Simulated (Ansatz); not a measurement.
# Ge under compression and expansion

```cif
data_structure
_symmetry_space_group_name_H-M 'Im-3m'
_symmetry_Int_Tables_number 229
_cell_length_a 3.3704
_cell_length_b 3.3704
_cell_length_c 3.3704
_cell_angle_alpha 90.000
_cell_angle_beta 90.000
_cell_angle_gamma 90.000
_cell_volume 38.29
loop_
_atom_site_label
_atom_site_type_symbol
_atom_site_symmetry_multiplicity
_atom_site_Wyckoff_symbol
_atom_site_fract_x
_atom_site_fract_y
_atom_site_fract_z
_atom_site_occupancy
Ge1 Ge 2 a 0.00000 0.00000 0.00000 1
```

The runs use the primitive cell with vectors (-1.685, 1.685, 1.685), (1.685, -1.685, 1.685), (1.685, 1.685, -1.685) Å, to which the k mesh refers.

The structure comes from a relaxation in the same program, started in the bcc type, and has space group Im-3m. Whether it is a known phase or the ground state wasn't checked.

All numbers are computed: DFT, PBE, all-electron LAPW, scalar-relativistic (Ansatz 0.2.0); DFT, PBE, PAW with Ansatz's default frozen-core files, scalar-relativistic (Ansatz 0.2.0).

For LAPW: a Γ-centred 20×20×20 k mesh, Fermi–Dirac smearing of 0.03 eV, basis error target 0.25 meV/atom, no spin polarisation. PAW takes a cutoff of 420 eV at this cell. The Ansatz runs share mesh, smearing and spin set-up. Plane-wave (PAW) pressures include the program's estimate of the Pulay term.

The cell above is scaled evenly, with fractional coordinates and shape held.

```csv
V/V(cell),V (Å³/atom),"P, LAPW (GPa)","P, PAW (GPa)","free energy over the lowest listed, PAW (meV/atom)"
0.9600,18.378,3.00,2.96,6.8
0.9800,18.760,1.43,1.39,1.6
1.0000,19.143,0.03,0.00,0.0
1.0200,19.526,-1.20,-1.23,1.5
1.0400,19.909,-2.28,-2.30,5.8
```

Task: What do Birch–Murnaghan fits to the pressures give?

Result: LAPW: V0 = 19.15 Å³/atom, B0 = 65 GPa, B0′ = 5.3; PAW: V0 = 19.14 Å³/atom, B0 = 65 GPa, B0′ = 5.3.

PAW's V0 lies -0.05 % from the all-electron value and its B0 0.0 %. Symmetry fixes shape and coordinates here, so this is the relaxed modulus.
